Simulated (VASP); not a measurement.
A run of VASP 6.6.1:

File INCAR:

```
  PREC = Accurate
  ENCUT = 520
  EDIFF = 1E-7
  ISMEAR = -1
  SIGMA = 0.02
  LREAL = F
  LASPH = T
  NELM = 100
  ALGO = Normal
  ISIF = 2
  LWAVE = F
  LCHARG = T
  GGA = PE
  LELF = T
  LVHAR = T
  NBANDS = 15
```

File KPOINTS:

```
regular mesh
0
Gamma
  8 8 8
```

File POSCAR:

```
CaSe
1.0
    0.0000000000      3.0889072977      2.9675351117
    3.0889072977      0.0000000000      2.9675351117
    3.0889072977      3.0889072977      0.0000000000
Ca Se
1 1
Direct
    0.0000000000      0.0000000000      0.0000000000
    0.5000000000      0.5000000000      0.5000000000
```

Potentials or basis: VASP PAW PBE potentials, release 64 (Ca_sv, Se).

The run is started by

```bash
$ cat potpaw_PBE.64/Ca_sv/POTCAR potpaw_PBE.64/Se/POTCAR > POTCAR
$ mpirun -np 1 vasp_std > vasp.out
```

Hardware: 1 thread of Intel(R) Xeon(R) 6975P-C (Granite Rapids), with other jobs on the host.

Problem. How long does it take, and how much memory?

Solution. Wall time 16 s on 1 thread of Intel(R) Xeon(R) 6975P-C (Granite Rapids) (shared host), peak memory 0.2 GiB. Counts: scf iterations 14, k points 59.
